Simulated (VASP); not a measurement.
# SiO2 (Stishovite) (P4_2/mnm) in VASP: further runs

One crystal, SiO2 (Stishovite), is run at these levels: PBEsol; tasks: relaxation of shape and atoms at fixed volume.

All numbers are computed with VASP 6.6.1; they aren't measurements. Logs are shortened: lines on timing, memory, paths and dates and some standing lists are left out, and cuts for length are marked.

## (1) The crystal as given

The structure is tetragonal, space group P4_2/mnm (No. 136). Conventional cell: a = 4.192 Å, b = 4.192 Å, c = 2.683 Å, α = 90.00°, β = 90.00°, γ = 90.00°. Si (site symmetry mmm) is surrounded by 6 O at 1.77 to 1.81 Å. O (site symmetry m2m) has 3 Si at 1.77 to 1.81 Å as nearest neighbours.

## (2) Relaxation of shape and atoms at fixed volume, PBEsol

File INCAR:

```
SYSTEM = SiO2
PREC = Accurate
ENCUT = 600
EDIFF = 1E-7
ISMEAR = 0
SIGMA = 0.03
LREAL = .FALSE.
LASPH = .TRUE.
NELM = 80
ALGO = Fast
ISIF = 4
LWAVE = .FALSE.
LCHARG = .FALSE.
GGA = PS
IBRION = 2
NSW = 40
EDIFFG = -0.01
KPAR = 2
```

File KPOINTS:

```
regular mesh
0
G
  8 8 10
  0 0 0
```

File POSCAR:

```
SiO2                                    
1.0
    4.1920503188      0.0000000000      0.0000000000
    0.0000000000      4.1920503188      0.0000000000
    0.0000000000      0.0000000000      2.6827024090
  Si              O             
     2     4
Direct
     0.0000000000000000    0.0000000000000000    0.0000000000000000
     0.5000000000000000    0.5000000000000000    0.5000000000000000
     0.3058244602396201    0.3058244602396201    0.0000000000000000
     0.1941755397603799    0.8058244602396201    0.5000000000000000
     0.6941755397603799    0.6941755397603799    0.0000000000000000
     0.8058244602396201    0.1941755397603799    0.5000000000000000
```

Potentials or basis: VASP PAW PBE potentials, release 64 (Si, O).

Run with:

```
> cat potpaw_PBE.64/Si/POTCAR potpaw_PBE.64/O/POTCAR > POTCAR
> mpirun -np 2 vasp_std > vasp.out
```

OUTCAR:

```text
SYSTEM = SiO2
   PREC = Accurate
   ENCUT = 600
   EDIFF = 1E-7
   ISMEAR = 0
   LREAL = .FALSE.
   LASPH = .TRUE.
   NELM = 80
   ISIF = 4
   GGA = PS
   IBRION = 2
   NSW = 40
   EDIFFG = -0.01

 ion  position               nearest neighbor table
   1  0.000  0.000  0.000-   4 1.77   6 1.77   4 1.77   6 1.77   5 1.81   3 1.81
   2  0.500  0.500  0.500-   3 1.77   5 1.77   3 1.77   5 1.77   4 1.81   6 1.81
   3  0.306  0.306  0.000-   2 1.77   2 1.77   1 1.81
   4  0.194  0.806  0.500-   1 1.77   1 1.77   2 1.81
   5  0.694  0.694  0.000-   2 1.77   2 1.77   1 1.81
   6  0.806  0.194  0.500-   1 1.77   1 1.77   2 1.81

  LATTYP: Found a simple tetragonal cell.
 ALAT       =     4.1920503188
 C/A-ratio  =     0.6399499541

  Lattice vectors:

 A1 = (   4.1920503188,   0.0000000000,   0.0000000000)
 A2 = (   0.0000000000,   4.1920503188,   0.0000000000)
 A3 = (   0.0000000000,   0.0000000000,   2.6827024090)

Analysis of symmetry for initial positions (statically):
=====================================================================
 Subroutine PRICEL returns:
 Original cell was already a primitive cell.

 Routine SETGRP: Setting up the symmetry group for a
 simple tetragonal supercell.

 Subroutine GETGRP returns: Found 16 space group operations
 (whereof  8 operations were pure point group operations)
 out of a pool of 16 trial point group operations.

The static configuration has the point symmetry D_2h.
 The point group associated with its full space group is D_4h.

Analysis of symmetry for dynamics (positions and initial velocities):
=====================================================================
 Subroutine PRICEL returns:
 Original cell was already a primitive cell.

 Routine SETGRP: Setting up the symmetry group for a
 simple tetragonal supercell.

 Subroutine GETGRP returns: Found 16 space group operations
 (whereof  8 operations were pure point group operations)
 out of a pool of 16 trial point group operations.

The dynamic configuration has the point symmetry D_2h.
 The point group associated with its full space group is D_4h.

 Subroutine INISYM returns: Found 16 space group operations
 (whereof  8 operations are pure point group operations),
 and found     1 'primitive' translations

----------------------------------------------------------------------------------------

                                     Primitive cell

  volume of cell :      47.1439

  direct lattice vectors                    reciprocal lattice vectors
     4.192050319  0.000000000  0.000000000     0.238546755  0.000000000  0.000000000
     0.000000000  4.192050319  0.000000000     0.000000000  0.238546755  0.000000000
     0.000000000  0.000000000  2.682702409     0.000000000  0.000000000  0.372758453

  length of vectors
     4.192050319  4.192050319  2.682702409     0.238546755  0.238546755  0.372758453

  position of ions in fractional coordinates (direct lattice)
     0.000000000  0.000000000  0.000000000
     0.500000000  0.500000000  0.500000000
     0.305824460  0.305824460  0.000000000
     0.194175540  0.805824460  0.500000000
     0.694175540  0.694175540  0.000000000
     0.805824460  0.194175540  0.500000000

  ion indices of the primitive-cell ions
   primitive index   ion index
                 1           1
                 2           2
                 3           3
                 4           4
                 5           5
                 6           6

----------------------------------------------------------------------------------------

 KPOINTS: regular mesh

Automatic generation of k-mesh.
 Grid dimensions read from file:
 generate k-points for:    8    8   10

 Generating k-lattice:

  Cartesian coordinates                     Fractional coordinates (reciprocal lattice)
     0.029818344  0.000000000  0.000000000     0.125000000  0.000000000  0.000000000
     0.000000000  0.029818344  0.000000000     0.000000000  0.125000000  0.000000000
     0.000000000  0.000000000  0.037275845     0.000000000  0.000000000  0.100000000

  Length of vectors
     0.029818344  0.029818344  0.037275845

  Shift w.r.t. Gamma in fractional coordinates (k-lattice)
     0.000000000  0.000000000  0.000000000

 Subroutine IBZKPT returns following result:
 ===========================================

 Found     90 irreducible k-points:

 Following reciprocal coordinates:
            Coordinates               Weight
  0.000000  0.000000  0.000000      1.000000
  0.125000  0.000000  0.000000      4.000000
  0.250000  0.000000  0.000000      4.000000
  0.375000  0.000000  0.000000      4.000000
  0.500000  0.000000  0.000000      2.000000
  0.125000  0.125000  0.000000      4.000000
[... 16 lines left out ...]
  0.375000  0.125000  0.100000     16.000000
  0.500000  0.125000  0.100000      8.000000
 [... further k-points ...]
   k-points           NKPTS =     90   k-points in BZ     NKDIM =     90   number of bands    NBANDS=     20
[... 26 lines left out ...]
   TEBEG  =    0.0;   TEEND  =   0.0 temperature during run
   PSTRESS=    0.0 pullay stress
   NELECT =      32.0000    total number of electrons
   NUPDOWN=      -1.0000    fix difference up-down
   EMIN   =  10.00;   EMAX   =-10.00  energy-range for DOS
   EFERMI =   0.00;   METHOD = LEGACY
   ISMEAR =     0;   SIGMA  =   0.03  broadening in eV -4-tet -1-fermi 0-gaus
   EFERMI_NEDOS =   21; number of points for ismear=-14 and -15
   IALGO  =     68    algorithm
   IMIX   =      4    mixing-type and parameters
     AMIX     =   0.40;   BMIX     =  1.00
     AMIX_MAG =   1.60;   BMIX_MAG =  1.00
  volume/ion in A,a.u.               =       7.86        53.02
  Fermi-wavevector in a.u.,A,eV,Ry     =   1.438742  2.718829 28.163778  2.069979
  Thomas-Fermi vector in A             =   2.557675
   LORBIT       =      0    0 simple, 1 ext, 2 COOP (PROOUT), +10 PAW based schemes
   GGA     = PS    functional components
   LHFCALC =     F    Hartree Fock is set to
   AEXX    =    0.0000 exact exchange contribution
   IVDW    =     0    specifies the selected vdW correction
   LEPSILON=     F    determine dielectric tensor
   LRPA    =     F    only Hartree local field effects (RPA)
 conjugate gradient relaxation of ions
 non-spin polarized calculation
 RMM-DIIS sequential band-by-band and
 Gauss-broadening in eV      SIGMA  =   0.03
  energy-cutoff  :      600.00
  volume of cell :       47.14
 maximum number of plane-waves:      1596
 NGX is ok and might be reduce to    36
   NGX = 17   NGY = 17   NGZ = 11

 number of electron      32.0000001 magnetization

 Free energy of the ion-electron system (eV)
  ---------------------------------------------------
  ext. energy  EPLUGINS =         0.00000000
  ---------------------------------------------------
  free energy    TOTEN  =       -48.99863861 eV

  energy without entropy =      -48.99863861  energy(sigma->0) =      -48.99863861

 E-fermi :   8.1641     XC(G=0): -12.4665

 val. band max:        8.0051161305   @ k =   0.0000   0.0000   0.0000
 cond. band min:      13.3422666078   @ k =   0.0000   0.0000   0.0000
 fundamental gap:      5.3371504773
 Fermi energy:         8.1640622636

 k-point     1 :       0.0000    0.0000    0.0000
  band No.  band energies     occupation
      1     -14.4391      2.00000
      2     -10.8112      2.00000
      3     -10.8112      2.00000
      4     -10.5638      2.00000
      5      -2.8751      2.00000
      6       1.5751      2.00000
[... 12 lines left out ...]
     19      16.2102      0.00000
     20      16.2102      0.00000

 k-point     2 :       0.1250    0.0000    0.0000
  band No.  band energies     occupation
      1     -14.3573      2.00000
      2     -11.2616      2.00000
      3     -10.7692      2.00000
      4     -10.2901      2.00000
      5      -2.7624      2.00000
      6       1.0978      2.00000
[... 12 lines left out ...]
     19      16.2356      0.00000
     20      16.2595      0.00000
[... 465 lines left out ...]
      3     -10.5739      2.00000
      4     -10.1844      2.00000
      5      -1.6938      2.00000
      6      -0.3652      2.00000
[... 12 lines left out ...]
     19      17.0756      0.00000
     20      17.5264      0.00000

 k-point    24 :       0.5000    0.1250    0.1000
  band No.  band energies     occupation
      1     -13.0310      2.00000
      2     -13.0310      2.00000
      3     -10.3657      2.00000
      4     -10.3657      2.00000
      5      -1.0650      2.00000
      6      -1.0650      2.00000
[... 12 lines left out ...]
     19      17.4838      0.00000
     20      17.4865      0.00000

 [... further k-points ...]

------------------------ aborting loop because EDIFF is reached ----------------------------------------

  FORCE on cell =-STRESS in cart. coord.  units (eV):
  Direction    XX          YY          ZZ          XY          YZ          ZX
  --------------------------------------------------------------------------------------
  -------------------------------------------------------------------------------------
  Total       -0.0086261     -0.0086261     -0.0134007      0.0000000      0.0000000      0.0000000
  in kB       -0.2931577     -0.2931577     -0.4554220      0.0000000      0.0000000      0.0000000
  external PRESSURE =      -0.3472458 kB  Pullay stress =       0.0000000 kB

 VOLUME and BASIS-vectors are now :
 -----------------------------------------------------------------------------
  energy-cutoff  :      600.00
  volume of cell :       47.14
      direct lattice vectors                 reciprocal lattice vectors
     4.192050319  0.000000000  0.000000000     0.238546755  0.000000000  0.000000000
     0.000000000  4.192050319  0.000000000     0.000000000  0.238546755  0.000000000
     0.000000000  0.000000000  2.682702409     0.000000000  0.000000000  0.372758453

 POSITION                                       TOTAL-FORCE (eV/Angst)
 -----------------------------------------------------------------------------------
      0.00000      0.00000      0.00000         0.000000      0.000000      0.000000
      2.09603      2.09603      1.34135         0.000000      0.000000      0.000000
      1.28203      1.28203      0.00000         0.000439      0.000439     -0.000000
      0.81399      3.37806      1.34135        -0.000439      0.000439     -0.000000
      2.91002      2.91002      0.00000        -0.000439     -0.000439      0.000000
      3.37806      0.81399      1.34135         0.000439     -0.000439      0.000000
 -----------------------------------------------------------------------------------
    total drift:                                0.000000      0.000000      0.000000

  FREE ENERGIE OF THE ION-ELECTRON SYSTEM (eV)
  ---------------------------------------------------
  free  energy   TOTEN  =       -48.9986386053 eV

  energy  without entropy=      -48.9986386053  energy(sigma->0) =      -48.99863861

 reached required accuracy - stopping structural energy minimisation
```

Wall time 62 s (2 MPI ranks of AMD EPYC 7R13 (Zen 3), shared host); peak memory 0.19 GiB.

What came out:

```yaml
Free_energy: -48.9986 eV
Pressure_after_relaxing: 0.0 GPa
Band_gap_on_the_k_mesh: 5.34 eV, direct
```

Final structure:
```cif
data_structure
_symmetry_space_group_name_H-M 'P 1'
_symmetry_Int_Tables_number 1
_cell_length_a 4.1921
_cell_length_b 4.1921
_cell_length_c 2.6827
_cell_angle_alpha 90.000
_cell_angle_beta 90.000
_cell_angle_gamma 90.000
_cell_volume 47.14
loop_
_atom_site_label
_atom_site_type_symbol
_atom_site_fract_x
_atom_site_fract_y
_atom_site_fract_z
_atom_site_occupancy
Si1 Si 0.00000 0.00000 0.00000 1
Si2 Si 0.50000 0.50000 0.50000 1
O1 O 0.30582 0.30582 0.00000 1
O2 O 0.19418 0.80582 0.50000 1
O3 O 0.69418 0.69418 0.00000 1
O4 O 0.80582 0.19418 0.50000 1
```

Caveat: the relaxation stopped at its first step, so nothing moved; the PAW data sets were made with another functional, which shifts forces and pressure a little. A k mesh can miss the band edges.

(Continued in part 2 of 2.)
